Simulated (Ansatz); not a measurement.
# Ga (sc type): the cost of one run

Computed with Ansatz 0.2.0 (DFT PBE, with the methods named in each step, unless a step's input says otherwise).

## Step 1: The structure to begin with

The structure is cubic, space group Pm-3m (No. 221). Conventional cell: a = 2.720 Å, b = 2.720 Å, c = 2.720 Å, α = 90.00°, β = 90.00°, γ = 90.00°. Ga (site symmetry m-3m) is surrounded by 6 Ga at 2.72 Å.

As a file:

```
CELL_PARAMETERS angstrom
2.71956 0.00000 0.00000
0.00000 2.71956 0.00000
0.00000 0.00000 2.71956
ATOMIC_POSITIONS crystal
Ga 0.00000 0.00000 0.00000
```

Whether this phase is the stable one at these pressures isn't tested.

## Step 2: The reference volume, LAPW

input.yaml

```yaml
crystal:
  lattice:
    - [2.7195601599, 0.0, 0.0]
    - [0.0, 2.7195601599, 0.0]
    - [0.0, 0.0, 2.7195601599]
  atoms:
    - { symbol: Ga, position: [0.0, 0.0, 0.0] }
kpoints:
  mp_grid: { grid: [14, 14, 14] }
  band_path:
    path:
      - [0.0, 0.0, 0.0]
      - [0.0, 0.5, 0.0]
      - [0.5, 0.5, 0.0]
      - [0.0, 0.0, 0.0]
      - [0.5, 0.5, 0.5]
      - [0.0, 0.5, 0.0]
      - [0.5, 0.5, 0.5]
      - [0.5, 0.5, 0.0]
    npoints: 14
scf:
  occupations: { method: fermi_dirac, width: 0.05 }
hamiltonian:
  xc: pbe
  pseudopotentials: { kind: all_electron, lapw: { basis_error: 0.001 } }
output:
  forces: true
  stress: true
  eigenvalues: true
  populations: true
  dos: { projected: true, de: 0.2, e_range: [-14, 8] }
```

On the command line:

```console
> ansatz run input.yaml --threads 1 --pin off --max-ram 2048MiB --backend cpu --events-out ev --progress --plain --runs-dir out
```

Q: Estimate wall time and peak memory on 1 thread of Arm Neoverse V2, shared host.

About 9.3 s, with a peak of 0.28 GiB.
